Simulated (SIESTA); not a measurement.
AlN:

```xyz
2
Lattice="0.0000 2.1840 2.1840 2.1840 0.0000 2.1840 2.1840 2.1840 0.0000" Properties=species:S:1:pos:R:3 pbc="T T T"
Al    0.0000    0.0000    0.0000
N     1.0920    1.0920    1.0920
```

Measurements of this composition are mostly on another form, of space group No. 186.

Base run:

- Program: SIESTA 5.4.2
- Functional: PBE
- Potentials or basis: PseudoDojo 0.4 standard (PBE files)
- Basis: TZP (energy shift 0.002 Ry; radii capped at 9.5 bohr)
- Grid cutoff: 800 Ry
- Energy shift: 0.002 Ry
- k mesh: 10 × 10 × 10
- Occupations: fermi-dirac, width 0.05 eV
- Spin: no spin polarisation

Its results: band gap on the k mesh 3.29 eV, indirect (least direct gap 4.39 eV); pressure 6.1 GPa.

Problem. The run is repeated on the same cell with these changes: basis from TZP (energy shift 0.002 Ry; radii capped at 9.5 bohr) to SZ (energy shift 0.002 Ry; radii capped at 9.5 bohr). What comes out?

Solution. Band gap on the k mesh 3.99 eV, direct; pressure 22.3 GPa.

Caveats: the basis of atomic orbitals isn't converged, which shifts pressures, moduli and gaps; the basis has no polarisation orbitals (some runs); so large a pressure means that the cell lies far from this level's equilibrium, or that cutoff or potentials fall short (some runs).

Not every run made on this cell is shown here.
